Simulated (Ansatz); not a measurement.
# GaAs (F-43m) in Ansatz: further runs

Runs on GaAs. Level: HF. Tasks: band structure, single point, equation of state.

Everything below comes from runs of Ansatz 0.2.0. Logs are shortened: lines on timing, memory, paths and dates and some standing lists are left out, and cuts for length are marked.

**Experimental background.**

“Evidence of valence band perturbations in GaAsN/GaAs(001): A combined variable-angle spectroscopic ellipsometry and modulated photoreflectance investigation”, 2008, arxiv:0805.2212 reports, for a bulk crystal of GaAs at 300 K: band gap 1.412 ± 0.01 eV (direct).

How close the calculation comes is told below.

### 1 The structure

Symmetry: F-43m, No. 216, cubic system. The conventional cell has a = 5.654 Å, b = 5.654 Å, c = 5.654 Å, α = 90.00°, β = 90.00°, γ = 90.00°. As (site symmetry -43m) has 4 Ga at 2.45 Å as nearest neighbours. Ga (site symmetry -43m) has 4 As at 2.45 Å as nearest neighbours.

### 2 Band structure, HF

Input file input.yaml:

```yaml
crystal:
  lattice:
    - [0.0, 2.82685, 2.82685]
    - [2.82685, 0.0, 2.82685]
    - [2.82685, 2.82685, 0.0]
  atoms:
    - { symbol: As, position: [0.75, 0.75, 0.75] }
    - { symbol: Ga, position: [0.0, 0.0, 0.0] }
hamiltonian:
  xc: hf
  pseudopotentials: { kind: paw }
kpoints:
  mp_grid: { grid: [5, 5, 5] }
  band_path:
    path:
      - [[0.0, 0.0, 0.0], [0.5, 0.0, 0.5], [0.5, 0.25, 0.75], [0.375, 0.375, 0.75], [0.0, 0.0, 0.0], [0.5, 0.5, 0.5], [0.625, 0.25, 0.625], [0.5, 0.25, 0.75], [0.5, 0.5, 0.5], [0.375, 0.375, 0.75]]
      - [[0.625, 0.25, 0.625], [0.5, 0.0, 0.5]]
    npoints: 4
scf:
  occupations: { method: fermi_dirac, width: 0.05 }
  n_extra_bands: 6
output:
  forces: true
  stress: true
  eigenvalues: true
  fatbands: false
  write_density: true
  write_potential: true
  elf: true
  volumetric_format: npy
```

Potentials or basis: Ansatz PAW.

Command:

```bash
ansatz run input.yaml --threads 2 --pin off --max-ram 5632MiB --backend cpu --events-out ev --progress --plain --runs-dir out
```

What it wrote:

```text
Warning: output.stress: scf.convergence.dr2_threshold = 1e-7 eV (the SCF's general default) is looser than the 2e-10 eV advised for a printed stress (1e-10 eV for each atom of the cell: 2). What an SCF threshold leaves in a stress goes as its square root, and in the free energy as the threshold itself, and one threshold admits the most on a small cell: of the crystals measured, under no hybrid functional and no lock of the moments, on runs that ended without the residual-converged pass, on stresses that held no estimate of that error, the worst erred by over 100 MPa in a component at 1e-7 eV an atom and by under 5 at 1e-10. Set scf.convergence.dr2_threshold to 2e-10 eV or tighter. The threshold is an SCF's pass mark: one that does not reach it within its budget of iterations ends unconverged, or closes short of it on a stop that the run arms, and scf.convergence.dr2_threshold's page says what that costs each kind of run
Warning: output.stress: scf.exx.energy_threshold = 1e-6 eV is looser than the 2e-8 eV advised for a stress under a hybrid functional (1e-8 eV for each atom of the cell: 2). Every SCF of the exchange loop can meet its threshold on dr2 while the loop round them stops early: no threshold on dr2 bounds what that leaves in the stress. Set scf.exx.energy_threshold to 2e-8 eV or tighter. The threshold is the loop's pass mark: a loop that does not reach it within its budget of cycles ends unconverged, and scf.exx.energy_threshold's page has the law
Warning: RAYON_NUM_THREADS=2 ignored (pool sized by the plan → 2); use --threads N
scf.n_extra_bands = 6 over 14 filled bands (N_el = 28.0): the run solves 20 bands
Engine: ansatz 0.2.0, aarch64-unknown-linux-gnu
Pseudopotentials: kind: paw
Pseudopotential: As, paw, valence charge 15, recommended cutoff 420 eV (normal), As.paw.azcp
Pseudopotential: Ga, paw, valence charge 13, recommended cutoff 420 eV (normal), Ga.paw.azcp
Functional definition: HF
  exchange = exact_x
  correlation = 0
Crystal: 2 atoms, lattice volume = 45.179 Å³
Basis set: ecut = 420 eV, 893 PW (Γ)
Bands: 20, of which v1, the nominal top of the filled ones, is band 14 counted from 1 (13 counted from 0)
Symmetry: 24 space group operations
Space group: F-43m (ITA 216), of the structure as read, at distance tolerance 3.6e-5 Å
k-points: 10 of 125 (time reversal used)
Non-local potential: As, projectors of the file, l = 0: 2, l = 1: 2, l = 2: 3, l = 3: 1
Non-local potential: Ga, projectors of the file, l = 0: 2, l = 1: 2, l = 2: 3, l = 3: 1
PAW form: soft (Blöchl's): semilocal exchange-correlation on the pseudo side does not see the compensation charge
PAW frozen core: As, regenerated for the run's functional, and the local potential with it (the file was generated under x = pbe(κ = 0.804, μ = 0.2195149727645171), c = pbe(β = 0.06672455060314922))
PAW frozen core: Ga, regenerated for the run's functional, and the local potential with it (the file was generated under x = pbe(κ = 0.804, μ = 0.2195149727645171), c = pbe(β = 0.06672455060314922))
PAW one-centre angular grid: As, 590 points (default); XC on 64 Gauss nodes
PAW one-centre angular grid: Ga, 590 points (default); XC on 64 Gauss nodes
Initial density: superposition of atomic densities (neutral atoms: chi_scale 0, normalization atom), corrected by the library's trained network
Initial wavefunctions: pseudopotential atomic-orbital guess
Functional: x = pbe(κ = 0.804, μ = 0.2195149727645171), c = none, warm-up for x = 0 pbe(κ = 0.804, μ = 0.2195149727645171) + 1 exact, c = none
SCF iter   1: F=—  HF=-8554.811569 eV  |F-HF|=—  |Δ(HF+E_count)|=         —  Δρ=5.55e-3  dr2=5.16e-3  ethr=1.77e-3  ⟨swp⟩=10.9  Hψ=944  notcnv=0
preconditioner: auto → none  [insulator: Δε(μ)=0.475 eV  Ē_g=17.104 eV  σ=0.050 eV  W_gap=0.98  n_scr=14 (ndim 8)  ℏωp=23.4 eV  f_vac=0.086  D(μ)=0.01/eV (n_scr^D=0)]
SCF iter   2: F=—  HF=-8554.801358 eV  |F-HF|=—  |Δ(HF+E_count)|=   1.02e-2  Δρ=1.34e-3  dr2=9.60e-4  ethr=1.84e-5  ⟨swp⟩=4.5  Hψ=665  notcnv=0  defer=2
SCF iter   3: F=—  HF=-8554.800924 eV  |F-HF|=—  |Δ(HF+E_count)|=   4.34e-4  Δρ=7.56e-4  dr2=1.35e-4  ethr=3.43e-6  ⟨swp⟩=4.1  Hψ=488  notcnv=0  defer=1
[... 36 lines left out ...]
preconditioner: auto → none  [insulator: Δε(μ)=7.185 eV  Ē_g=20.486 eV  σ=0.050 eV  W_gap=1.00  n_scr=14 (ndim 8)  ℏωp=15.4 eV  f_vac=0.091  D(μ)=0.00/eV (n_scr^D=0)]
SCF iter   2: F=—  HF=-8562.827421 eV  |F-HF|=—  |Δ(HF+E_count)|=   5.22e-8  Δρ=5.10e-6  dr2=1.80e-8  ethr=1.97e-11  ⟨swp⟩=4.1  Hψ=659  notcnv=0
SCF iter   3: F=-8562.827421 eV  HF=-8562.827421 eV  |F-HF|=4.11e-10  |Δ(HF+E_count)|=   1.54e-9  Δρ=1.12e-6  dr2=5.65e-10  ethr=1.97e-11  ⟨swp⟩=4.1  Hψ=538  notcnv=0
SCF 5 converged in 3 iterations: F = -8562.827421 eV  dr2 = 5.65e-10
  Residual-converged pass: ⟨swp⟩=2.1  Hψ=276  notcnv=0  max |occ|·‖R‖ = 2.4e-6 eV (tolerance 2.4e-6 eV)  dr2=5.65e-10  dr2_onsite=1.80e-10  max |Δocc| = 0.0e0
hybrid outer 4: dexx = +9.029e-8 eV, tail = 6.81e-9 eV, Δε = 2.06e-4 eV (about 3.29e-5 eV left of the loop's levels), ΔF = 1.85e-17 eV/Å (tail 2.68e-17)
NSCF: frozen V_eff on 42 k-points
hybrid SCF converged: 4 outer / 17 inner (+4 warm-up), last move |dexx| = 9.03e-8 eV, tail = 6.81e-9 eV
Stability not checked: this state was not tested for a lower state beside it, because the functional holds exact exchange (a hybrid, or Hartree-Fock), whose exchange loop this test does not read (fock_operator; see scf.lower_state_search)
Free energy (F): -8562.827421 eV
Frozen-core exchange: fock
Harris-Foulkes:  -8562.827421 eV  (|F-HF|=4.11e-10)
Internal energy: -8562.827421 eV  (E = F + TS)
E sigma→0 (E₀):  -8562.827421 eV
Fermi energy:    9.874776 eV
--- Per-component energies (eV) ---
  E_band       = -620.394994
  E_kinetic    = 214.706528
  E_local      = -3918.081726  (includes V_loc(G=0)·N_el)
  E_nonlocal   = -253.019640
  E_hartree    = 1995.162792
  E_xc         = 0.000000
  E_vxc        = 0.000000  (∫ρ·V_xc dr)
  E_exx        = -487.765587  (= α·E_x^exact, valence–valence)
  E_paw        = -3412.495365  (= ΣΔE_a)
  E_vpaw       = 321.205412  (= ΣTr[D̂ρ^β])
  E_aug_tail   = -0.000152  (compensation charges beyond the density's cutoff)
  E_ewald      = -2698.727786
  E_core_change = -2.606483  (= ΣΔE_core)
  E_smearing   = -0.000000  (= −TS)
  E_closure    = -0.000000  (closes the sum)
  Σ components = -8562.827421   (vs F -8562.827421, Δ=0.00e0)
--- Forces (eV/Å), atoms counted from 1 ---
  atom   1  As    -0.00000000     0.00000000    -0.00000000
  atom   2  Ga    -0.00000000     0.00000000    -0.00000000
  max |Σ_I F_I| component: 1.99e-16 eV/Å
--- Stress (GPa, compression-positive) ---
        4.794576       0.000000      -0.000000
        0.000000       4.794576       0.000000
       -0.000000       0.000000       4.794576
  P = ⅓ Tr σ = 4.7946 GPa (47.946 kbar)
--- Band table (eV; the first three rows and the last of 10) ---
  k-point 0: bands = ["-42.2957", "-42.2957", "-42.2957", "-42.2794", "-42.2794", "-19.1609", "-19.1609", "-19.1609", "-19.0589", "-19.0589", "-11.3272", "6.2995", "6.2995", "6.2995", "13.8592", "16.4825", "16.4825", "16.4825", "21.1491", "23.6880"]
  k-point 1: bands = ["-42.2955", "-42.2955", "-42.2954", "-42.2793", "-42.2793", "-19.1680", "-19.1549", "-19.1549", "-19.0597", "-19.0597", "-10.7116", "2.3863", "5.6846", "5.6846", "14.5107", "17.3634", "17.3634", "18.4033", "22.2215", "22.2215"]
  k-point 2: bands = ["-42.2951", "-42.2951", "-42.2950", "-42.2790", "-42.2790", "-19.1799", "-19.1460", "-19.1460", "-19.0594", "-19.0594", "-9.2595", "-1.8931", "4.9084", "4.9084", "13.7842", "17.5272", "17.5272", "20.9714", "23.3814", "24.4366"]
  k-point 9: bands = ["-42.2953", "-42.2947", "-42.2943", "-42.2790", "-42.2788", "-19.1938", "-19.1374", "-19.1299", "-19.0672", "-19.0572", "-8.1390", "-2.1050", "1.5652", "2.8662", "16.5242", "17.3516", "18.0564", "22.1822", "23.5602", "25.4290"]
```

rho_z.tsv:

```text
# z_ang	rho[e/angstrom^3]
# format = ansatz-planar-average/11
# lattice	0.000000000	2.826850000	2.826850000
# lattice	2.826850000	0.000000000	2.826850000
# lattice	2.826850000	2.826850000	0.000000000
# sites	2
# site	33	4.240275000	4.240275000	4.240275000
# site	31	0.000000000	0.000000000	0.000000000
0.000000	1.418860e0
0.148066	1.217537e0
0.296131	8.313574e-1
0.444197	4.879551e-1
0.592262	2.819579e-1
0.740328	1.812024e-1
[... 19 lines left out ...]
3.701639	1.046328e0
3.849704	1.310137e0
```

It took 2.8 min on 2 threads of Arm Neoverse V2, shared host; peak memory 0.97 GiB.

Results:

```
Free energy             : -8562.8274 eV
Pressure                : 4.8 GPa
Band gap on the k mesh  : 7.19 eV, indirect (least direct gap 7.56 eV)
Band gap along the path : 7.17 eV, indirect (least direct gap 7.56 eV)
```

Levels at the corners of the path, in eV from the valence-band top:
| point | band 12 | band 13 | band 14 | band 15 | band 16 | band 17 |
| --- | --- | --- | --- | --- | --- | --- |
| Γ | 0.00 | 0.00 | 0.00 | 7.56 | 10.18 | 10.18 |
| X | -9.11 | -3.57 | -3.57 | 7.17 | 7.60 | 18.84 |
| W | -8.77 | -4.72 | -4.36 | 10.91 | 11.94 | 12.56 |
| K | -8.80 | -5.14 | -3.02 | 7.92 | 11.33 | 15.76 |
| Γ | 0.00 | 0.00 | 0.00 | 7.56 | 10.18 | 10.18 |
| L | -8.94 | -1.48 | -1.48 | 7.39 | 11.15 | 11.15 |
| U | -8.80 | -5.14 | -3.02 | 7.92 | 11.33 | 15.76 |
| W | -8.77 | -4.72 | -4.36 | 10.91 | 11.94 | 12.56 |
| L | -8.94 | -1.48 | -1.48 | 7.39 | 11.15 | 11.15 |
| K | -8.80 | -5.14 | -3.02 | 7.92 | 11.33 | 15.76 |
| U | -8.80 | -5.14 | -3.02 | 7.92 | 11.33 | 15.76 |
| X | -9.11 | -3.57 | -3.57 | 7.17 | 7.60 | 18.84 |

Caveat: the PAW data sets come from PBE, with cores solved anew for the run's functional, which leaves a small shift of forces and pressure; the thresholds are loose for stress.

(Part 1 of 2 ends here.)
